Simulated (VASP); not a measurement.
Here is a VASP 6.6.1 calculation.

The input INCAR:

```
SYSTEM = Ir
PREC = Accurate
ENCUT = 600
EDIFF = 1E-7
ISMEAR = 1
SIGMA = 0.1
LREAL = .False.
LASPH = .True.
NELM = 80
ALGO = Normal
ISIF = 2
LWAVE = .False.
LCHARG = .False.
GGA = CA
IBRION = 2
NSW = 40
EDIFFG = -0.01
```

KPOINTS

```
Automatic mesh
0
Gamma
  16 16 16
  0 0 0
```

POSCAR

```
Ir                                      
1.0
    0.0000000000      1.9100387865      1.9100387865
    1.9100387865     -0.0000000000      1.9100387865
    1.9100387865      1.9100387865     -0.0000000000
  Ir            
     1
Direct
     0.0000000000000000    0.0000000000000000    0.0000000000000000
```

Potentials or basis: VASP PAW LDA potentials, release 64 (Ir).

Run with:

```console
$ cat potpaw_LDA.64/Ir/POTCAR > POTCAR
$ mpirun -np 1 vasp_std > vasp.out
```

(1) Estimate the band gap on the k mesh.

Results:

(1) none (metal or under the smearing width).

Caveat: the relaxation stopped at its first step, so nothing moved.
